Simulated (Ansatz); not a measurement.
From the elastic tensor of ZrN at 5 GPa (stress–strain coefficients) to moduli and sound speeds

The calculation used DFT LDA, scalar-relativistic, plane waves, PAW (Ansatz). Cutoff 420 eV, 16×16×16 k-points (Γ-centred), Fermi-Dirac smearing of 0.15 eV. No spin polarisation.

Symmetry: Fm-3m, No. 225, cubic system. Conventional cell: a = 4.500 Å, b = 4.500 Å, c = 4.500 Å, α = 90.00°, β = 90.00°, γ = 90.00°. Around Zr (site symmetry m-3m) lie 6 N at 2.25 Å. N (site symmetry m-3m) has 6 Zr at 2.25 Å as nearest neighbours.

In a metal, frequencies and elastic constants depend on the k mesh and the smearing, soft modes and shear constants most. Spin polarisation was left out, and a magnetic state may lie lower.

Relaxed-ion constants (GPa, on the Cartesian axes of the calculation):
```
668.5 122.0 122.0   0.0   0.0   0.0
122.0 668.5 122.0   0.0   0.0   0.0
122.0 122.0 668.5   0.0   0.0   0.0
  0.0   0.0   0.0 132.2   0.0   0.0
  0.0   0.0   0.0   0.0 132.2   0.0
  0.0   0.0   0.0   0.0   0.0 132.2
```

Density 7.672 g/cm³; 2 atoms in 22.78 Å³.

The values that follow are for a polycrystal of randomly turned grains, by Hill's mean where one number stands.

- Bulk modulus, Voigt / Reuss / Hill: 304.2 / 304.2 / 304.2 GPa
- Shear modulus, Voigt / Reuss / Hill: 188.6 / 166.6 / 177.6 GPa
- Young's modulus: 446 GPa
- Poisson ratio: 0.256
- Pugh ratio B/G: 1.71
- Universal anisotropy index: 0.66
- Longitudinal and transverse sound speeds: 8397 and 4811 m/s
- Debye temperature from the mean sound speed: 707 K

Cost: 1 run of about 1.1 core-minutes, on Intel Xeon Platinum 8259CL (Skylake/Cascade Lake) (shared hosts).

ZrN at this pressure is very stiff under axial strain but much softer under shear on the cube planes: C11 is 668.5 GPa, C44 only 132.2 GPa. Axial strain directly stretches and compresses the straight Zr–N–Zr chains, with their strong p–d σ bonds, whereas C44 shear mainly bends the right angles between them. The stiffest direction for Young's modulus is therefore ⟨100⟩ and the softest ⟨111⟩. C12 lies below C44, although purely central forces under compression would put it above, which points to angle-dependent, partly covalent forces despite the metallic conduction.

C11 is well above values measured for ZrN at ambient pressure. Compression accounts for part of this, and LDA overbinding probably adds to it, as may nitrogen vacancies in real samples. The constants meet the cubic criteria for stability against small homogeneous strains, but don't exclude phonon instabilities at finite wavevector. The Pugh ratio of 1.71 is too close to the customary dividing line to classify the nitride as brittle or ductile.
